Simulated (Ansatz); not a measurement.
Input and command of a calculation in Ansatz (plane waves; scalar-relativistic PAW potentials unless the input names others):

```yaml
crystal:
  lattice:
    - [1.5765517821, 0.9102225958, 5.9962616838]
    - [-1.5765517821, 0.9102225958, 5.9962616838]
    - [0.0, -1.8204451916, 5.9962616838]
  atoms:
    - { symbol: Mo, position: [8.24196e-05, 8.24196e-05, 8.24196e-05] }
    - { symbol: S, position: [0.2465380083, 0.2465380083, 0.2465380083] }
    - { symbol: S, position: [0.4203795722, 0.4203795722, 0.4203795722] }
basis:
  ecutwfc: 420
kpoints:
  mp_grid: { grid: [12, 12, 12] }
hamiltonian:
  xc: pbesol
  dispersion: d3bj
  hubbard: { sites: [{ species: Mo, l: d, u_eff: 1.0 }], double_counting: fll }
scf:
  occupations: { method: gaussian, width: 0.02 }
output:
  forces: true
  eigenvalues: true
  stress: true
```

```bash
ansatz run input.yaml --threads 1 --pin off --max-ram 2560MiB --backend cpu --events-out ev --progress --plain --runs-dir out
```

Abridged log:
```
Mo: projections on atomic orbitals take those of the free atom [Ar 3d10] 4s2 4p6 4d5 5s1, of charge +0.00 (hamiltonian.pseudopotentials.projection_atoms); the dataset's partial waves leave at most 6.0e-6 of an orbital's norm unspanned inside its sphere
S: projections on atomic orbitals take those of the free atom [Ne] 3s2 3p4, of charge +0.00 (hamiltonian.pseudopotentials.projection_atoms); the dataset's partial waves leave at most 1.6e-7 of an orbital's norm unspanned inside its sphere
Pseudopotentials: kind: paw
Pseudopotential: Mo, paw, valence charge 14, recommended cutoff 420 eV (normal)
Pseudopotential: S, paw, valence charge 6, recommended cutoff 420 eV (normal)
Functional definition: PBEsol
Crystal: 3 atoms, lattice volume = 51.628 Å³
Basis set: ecut = 420 eV, 999 PW (Γ), FFT grids on a1−a3, a2−a3, a3, exchange–correlation on 48×48×90 points (8 copies of the dense FFT grid, shifted against one another)
Bands: 17, of which v1, the nominal top of the filled ones, is band 13 counted from 1 (12 counted from 0)
Symmetry: 6 space group operations
Space group: R3m (ITA 160), of the structure as read, at distance tolerance 3.7e-5 Å
k-points: 189 of 1728 (time reversal used)
Initial density: superposition of atomic densities (chi_scale 0.1, normalization cell, long waves of neutral atoms under a Hubbard term (reshape's long-wave potential 0.06 eV rms, cloud 2.59 Å wide))
Initial wavefunctions: pseudopotential atomic-orbital guess
Functional: x = pbesol(κ = 0.804, μ = 0.12345679), c = pbesol(β = 0.046)
SCF iter   1: F=—  HF=-6670.834863 eV  |F-HF|=—  |Δ(HF+E_count)|=         —  Δρ=6.22e-2  dr2=2.42e0  ethr=3.10e-3  ⟨swp⟩=6.0  Hψ=18605  notcnv=0
SCF iter   2: F=—  HF=-6670.220753 eV  |F-HF|=—  |Δ(HF+E_count)|=   6.14e-1  Δρ=3.47e-2  dr2=1.04e0  ethr=3.10e-3  ⟨swp⟩=2.9  Hψ=8153  notcnv=0
SCF iter   3: F=—  HF=-6670.252753 eV  |F-HF|=—  |Δ(HF+E_count)|=   3.20e-2  Δρ=3.07e-2  dr2=1.34e0  ethr=3.10e-3  ⟨swp⟩=3.2  Hψ=5966  notcnv=0
SCF iter   4: F=—  HF=-6670.077313 eV  |F-HF|=—  |Δ(HF+E_count)|=   1.75e-1  Δρ=1.28e-2  dr2=1.31e-1  ethr=3.10e-3  ⟨swp⟩=2.0  Hψ=5378  notcnv=0
SCF iter   5: F=—  HF=-6670.058828 eV  |F-HF|=—  |Δ(HF+E_count)|=   1.85e-2  Δρ=2.39e-3  dr2=3.52e-3  ethr=5.05e-4  ⟨swp⟩=2.0  Hψ=4087  notcnv=0
SCF iter   6: F=—  HF=-6670.058664 eV  |F-HF|=—  |Δ(HF+E_count)|=   1.64e-4  Δρ=6.69e-4  dr2=7.72e-4  ethr=1.36e-5  ⟨swp⟩=2.1  Hψ=4697  notcnv=0
SCF iter   7: F=—  HF=-6670.058527 eV  |F-HF|=—  |Δ(HF+E_count)|=   1.37e-4  Δρ=1.81e-4  dr2=1.05e-5  ethr=2.97e-6  ⟨swp⟩=2.1  Hψ=4354  notcnv=0
SCF iter   8: F=—  HF=-6670.058527 eV  |F-HF|=—  |Δ(HF+E_count)|=   4.04e-7  Δρ=6.00e-5  dr2=1.37e-6  ethr=4.05e-8  ⟨swp⟩=2.2  Hψ=4932  notcnv=0
SCF iter   9: F=-6670.058527 eV  HF=-6670.058527 eV  |F-HF|=2.14e-9  |Δ(HF+E_count)|=   1.64e-7  Δρ=1.50e-5  dr2=4.45e-8  ethr=3.85e-10  ⟨swp⟩=3.5  Hψ=13925  notcnv=0
SCF 1 converged in 9 iterations: F = -6670.058527 eV  dr2 = 4.45e-8
SCF converged after 9 iterations
Free energy (F): -6670.058527 eV
Harris-Foulkes:  -6670.058527 eV  (|F-HF|=2.14e-9)
Internal energy: -6670.058527 eV  (E = F + TS)
E sigma→0 (E₀):  -6670.058527 eV
Fermi energy:    11.898444 eV
  E_disp       = -1.142539  (pairwise vdW)
--- Forces (eV/Å), atoms counted from 1 ---
  atom   1  Mo     0.00000000     0.00000000     0.00172868
  atom   2  S      0.00000000     0.00000000     0.22065973
  atom   3  S      0.00000000     0.00000000    -0.22233736
--- Stress (GPa, compression-positive) ---
       -4.813577       0.000000       0.000000
        0.000000      -4.813577       0.000000
        0.000000       0.000000      -4.561634
  P = ⅓ Tr σ = -4.7296 GPa (-47.296 kbar)
Occupation matrices written to <dir>
```

Apart from outputs and empty bands, the input differs from a reference run on usual settings in hamiltonian.hubbard: not typed → {"sites": [{"species": "Mo", "l": "d", "u_eff": 1.0}], "double_counting": "fll"}; hamiltonian.xc: "pbe" → "pbesol". The reference, at the same geometry, gave pressure 0.00 GPa, largest force 0.002 eV/Å, gap on the mesh 0.79 eV. This run converged in 9 SCF iterations with a total energy on another zero, pressure -4.73 GPa, largest force 0.222 eV/Å, gap on the mesh 0.76 eV.

Time: 20 s on 1 thread of Arm Neoverse V2, on a shared host, peak memory 0.54 GiB.